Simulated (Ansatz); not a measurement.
# KCl: the cell at several levels of theory

One table from this session's results is given with a row withheld; the runs are named, their logs left out.

Program: Ansatz 0.2.0. PAW datasets, plane waves, zero pressure. The calculation is spin-unpolarised, and the structure need not be a phase that has been made.

## The cell

It is cubic, Pm-3m (No. 221); conventional cell a = 3.705 Å, 25.43 Å³ an atom. K has 8 Cl at 3.21 Å; Cl has 8 K at 3.21 Å.

As a file:

```cif
data_structure
_symmetry_space_group_name_H-M 'P 1'
_symmetry_Int_Tables_number 1
_cell_length_a 3.7049
_cell_length_b 3.7049
_cell_length_c 3.7049
_cell_angle_alpha 90.000
_cell_angle_beta 90.000
_cell_angle_gamma 90.000
_cell_volume 50.85
loop_
_atom_site_label
_atom_site_type_symbol
_atom_site_fract_x
_atom_site_fract_y
_atom_site_fract_z
_atom_site_occupancy
K1 K 0.00000 0.00000 0.00000 1
Cl1 Cl 0.50000 0.50000 0.50000 1
```

Set-up of the first run:

The input, input.yaml:

```yaml
crystal:
  lattice:
    - [3.7048820808, 0.0, 0.0]
    - [0.0, 3.7048820808, 0.0]
    - [0.0, 0.0, 3.7048820808]
  atoms:
    - { symbol: K, position: [0.0, 0.0, 0.0] }
    - { symbol: Cl, position: [0.5, 0.5, 0.5] }
kpoints:
  mp_grid: { grid: [6, 6, 6] }
hamiltonian:
  xc: pbe
scf:
  occupations: { method: fermi_dirac, width: 0.02 }
relax:
  f_tol: 0.005
  cell: {}
```

Run with:

```sh
$ ansatz run input.yaml --threads 2 --pin off --max-ram 2211MiB --backend cpu --events-out ev --progress --plain --runs-dir out
```

Steps of the session up to this table: Relaxation with PBE; Relaxation with r2SCAN; Relaxation with PBEsol; LDA: cell and atoms; Relaxation with HSE06.

One table of the session follows, with a row left open; its other results are not shown here.

```
 level  a (Å)  volume (Å³/atom)
   PBE  3.834            28.189
r2SCAN  3.771            26.816
PBEsol      ?                 ?
   LDA  3.637            24.055
 HSE06  3.808            27.610
```

Estimate the missing values for PBEsol.

As computed: a (Å): 3.739; volume (Å³/atom): 26.131. In the column «a (Å)» it lies between LDA (3.637) and r2SCAN (3.771).

LDA gives the smallest cell and PBE the largest; they differ by 17.2 % in volume, a mean of 5.4 % in length. The meshes differ: PBE 6×6×6, r2SCAN 6×6×6, PBEsol 6×6×6, LDA 6×6×6, HSE06 4×4×4.
